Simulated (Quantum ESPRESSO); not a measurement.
CuO: equation of state with PBE

The system is CuO.

```
Cu O
1.0
     2.55255    0.00000    0.00000
     0.00000    2.55255    0.00000
     0.00000    0.00000    2.55255
Cu O
1 1
Direct
  0.00000 0.00000 0.00000
  0.50000 0.50000 0.50000
```

Measurements of this composition are mostly on another form, of space group No. 15.

| Property | Result |
| --- | --- |
| Program | Quantum ESPRESSO 7.5 |
| Task | equation of state |
| Functional | PBE |
| Potentials or basis | SSSP 1.3 efficiency PBE |
| Cutoff | 748 eV |
| Density cutoff | 5987 eV |
| k mesh | 10 × 10 × 10 |
| Occupations | fermi-dirac, width 0.05 eV |
| Spin | no spin polarisation |

```yaml
Equilibrium_volume: "9.16 Å³/atom (rough: see the caveat)"
Bulk_modulus: 172 GPa (rough)
```

Energy against volume, from the lowest point:
```
volume (Å³/atom)  energy (meV/atom)
           7.817             136.09
           7.983              98.38
           8.149              67.53
           8.316              42.89
           8.482              23.77
           8.648               9.64
           8.815               0.00
```

All runs of the series together: 73 s on 1 thread of Arm Neoverse V2, on a shared host.

Caveat: the minimum lies outside the volumes run; the run has no spin polarisation, though such a crystal can be magnetic.
